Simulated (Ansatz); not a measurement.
**Elastic constants of InSb at 18 GPa (stress–strain coefficients): input and output**

Method: DFT PBE, scalar-relativistic, plane waves, PAW in Ansatz 0.2.0.

Launched with:
```bash
ansatz run input.yaml --threads 1 --pin off --max-ram 3072MiB --backend cpu --events-out ev --progress --plain --runs-dir out
```

Input (bare energies are in eV):
```yaml
crystal:
  lattice:
    - [0.0, 3.0409979661, 3.0409979661]
    - [3.0409979661, 0.0, 3.0409979661]
    - [3.0409979661, 3.0409979661, 0.0]
  atoms:
    - { symbol: In, position: [0.0, 0.0, 0.0] }
    - { symbol: Sb, position: [0.75, 0.75, 0.75] }
basis:
  ecutwfc: 420
kpoints:
  mp_grid: { grid: [12, 12, 12] }
hamiltonian:
  xc: pbe
scf:
  occupations: { method: fixed }
output:
  forces: true
  stress: true
  eigenvalues: true
  polarization: {}
elastic:
  mode: relaxed_ion
  stencil: two_point
```

From the output:
```
--- Elastic constants: 2 strain directions × 2 members + reference (group order 24) ---
  dense FFT box of the reference and of every strained cell: 30×30×30
  strains applied: 11, 23; error gains: componentwise 1.00 (the most a stress slope's error grows in a printed constant), spectral 1.73 (1 for all six strains in a standard setting)
  C = ∂σ_k/∂η_j (tension-positive GPa; Voigt order 11 22 33 23 13 12):
       122.439    106.533    106.533     -0.000     -0.000     -0.000
       106.533    122.439    106.533     -0.000      0.000      0.000
       106.533    106.533    122.439     -0.000      0.000      0.000
        -0.000      0.000      0.000     20.334      0.000     -0.000
        -0.000     -0.000     -0.000     -0.000     20.334     -0.000
         0.000     -0.000      0.000     -0.000     -0.000     20.334
  reference stress σ⁰ (GPa):    -18.001    -18.001    -18.001     -0.000      0.000     -0.000
  C* (energy form; C + prestress term) asymmetry max|C*_kj − C*_jk| = 2.842e-14 GPa — a small one proves nothing (zero by symmetry where the batch's group is 432, −43m or m−3m); a large one is finite-difference/SCF noise where every solve ...
  moduli (Voigt/Reuss/Hill, GPa): K = 111.84/111.84/111.84   G = 15.38/12.53/13.96   E = 40.20   ν = 0.440
  mechanically stable: yes (min eigenvalue of sym C = 15.91 GPa)
  e, the proper piezoelectric tensor (elastic.mode: relaxed_ion; C/m²; rows x y z; Voigt order 11 22 33 23 13 12):
      -0.00000   -0.00000   -0.00000   -0.22153    0.00000    0.00000
       0.00000    0.00000    0.00000   -0.00000   -0.22153   -0.00000
      -0.00000    0.00000    0.00000   -0.00000   -0.00000   -0.22153
  ±, each entry's uncertainty from the finite density of the strings (C/m²), an estimate: the size of the correction for it that the entry includes:
       0.00000    0.00000    0.00000    0.00423    0.00000    0.00000
       0.00000    0.00000    0.00000    0.00000    0.00423    0.00000
       0.00000    0.00000    0.00000    0.00000    0.00000    0.00423
  the group's symmetry takes up to 5.0e-9 C/m² out of the measured responses: error of the strings' finite density and of the mesh across them, as far as it breaks the symmetry (raise kpoints.mp_grid and any string_points); the largest step ...
  strain η (Voigt 11):  stress-route row diagonal C_11 = 122.44 GPa, energy-path curvature d²(F+E_count+ΔE)/dδ²/Ω₀ = 122.44 GPa
         δ    σ_11 (GPa) F (eV) n_scf n_hpsi n_pw
    -2.000e-3     -18.2458      -12081.8421695       9   65989   1113   relax 0 steps, max|allowed force component| 5.55e-17 eV/Å
     2.000e-3     -17.7561      -12081.8674463       9   66254   1124   relax 0 steps, max|allowed force component| 5.55e-17 eV/Å
  strain η (Voigt 23):  stress-route row diagonal C_44 = 20.33 GPa, energy-path curvature d²(F+E_count+ΔE)/dδ²/Ω₀ = 29.33 GPa
         δ    σ_23 (GPa) F (eV) n_scf n_hpsi n_pw
    -2.000e-3      -0.0407      -12081.8548716       3   54038   1113   relax 4 steps, max|allowed force component| 7.03e-8 eV/Å
     2.000e-3       0.0407      -12081.8548716       3   54044   1113   relax 4 steps, max|allowed force component| 6.77e-8 eV/Å
--- Formal polarisation (Berry phase): one branch of a lattice of values; only differences between neighbouring runs are physical ---
  axis mesh electronic ionic p = total spread (rad) least overlap resolved gap  δp at fixed H ≤   (phases in cycles; p mod 1; gap in eV; gap and δp judge the states as solved, not the mesh's step, its ...
  b1    12×12×12        0.50000000    11.25000000    11.75000000      0.303799         0.8013        0.9372           7.3e-6
  b2    12×12×12        0.50000000    11.25000000    11.75000000      0.303799         0.8013        0.9372           7.3e-6
  b3    12×12×12        0.50000000    11.25000000    11.75000000      0.303799         0.8013        0.9372           7.3e-6
  quantum along a1:   0.07646325 e/Å² =   122.507630 µC/cm²
  quantum along a2:   0.07646325 e/Å² =   122.507630 µC/cm²
  quantum along a3:   0.07646325 e/Å² =   122.507630 µC/cm²
  P = (  1.27059051,   1.27059051,   1.27059051) e/Å² = ( 2035.710426,  2035.710426,  2035.710426) µC/cm²  (mod the quanta)
```

It took 3.4 min on 1 thread of Intel(R) Xeon(R) 6975P-C (Granite Rapids) (shared host), peak memory 1 GiB.

Spin–orbit coupling is left out, which matters for heavy elements. The real crystal has changed phase below this pressure. The bands were filled as in an insulator; under compression the gap may have closed between mesh points.